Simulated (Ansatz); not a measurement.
**Te2Mo under changes of volume**

One of the cells (64.121 Å³/atom); the others are scaled copies at fixed shape and fractional positions:

```xyz
3
Lattice="3.5602 0.0000 0.0000 -1.7801 3.0833 0.0000 0.0000 0.0000 17.5241" Properties=species:S:1:pos:R:3 pbc="T T T"
Te    0.0000    2.0555    1.7900
Te    0.0000    2.0555   15.7341
Mo    0.0000    0.0000    0.0000
```

| Quantity | Value |
| --- | --- |
| Program | Ansatz 0.2.0 |
| Functional | LDA |
| Potentials or basis | Ansatz PAW |
| Cutoff | 420 eV (not typed: the program's choice for these potentials) |
| k mesh | 9 × 9 × 2 |
| Occupations | fermi-dirac, width 0.05 eV |
| Spin | no spin polarisation |

```csv
volume (Å³/atom),energy over the lowest point (meV/atom),gap on the mesh (eV),largest force (eV/Å)
60.274,1.58,1.14,0.507
61.556,0.00,1.11,0.171
62.839,5.33,1.08,0.138
64.121,16.81,1.04,0.422
65.404,33.78,1.01,0.683
66.686,?,?,?
67.968,81.79,0.96,1.145
```

What does the run at 66.686 Å³/atom give?

Energy over the lowest point 55.61 meV/atom; gap on the mesh 0.98 eV; largest force 0.924 eV/Å.

Worked out: A Birch-Murnaghan fit of order 3 (a polynomial in V^(-2/3)) to the other rows has its minimum at 61.19 Å³/atom with B0 = V·E''(V) = 43 GPa and B' = 4.5 at fixed shape and positions, which overstates the stiffness. It gives 55.61 meV/atom at 66.686 Å³/atom, against the run's 55.61. A straight line through the other rows of the gap, of slope -1.54 eV per unit of ln V (its deformation potential), gives 0.98 eV, against the run's 0.98.

Energies are extrapolated to zero smearing.

Caveats: odd divisions of the mesh miss points on the zone boundary, where band edges often lie, so the gap on the mesh can be too wide; spin-orbit coupling is left out, which moves the levels of the heavy elements; the PAW data sets come from PBE, with cores solved anew for the run's functional, which leaves a small shift of forces and pressure.

A mesh can miss the band edges.
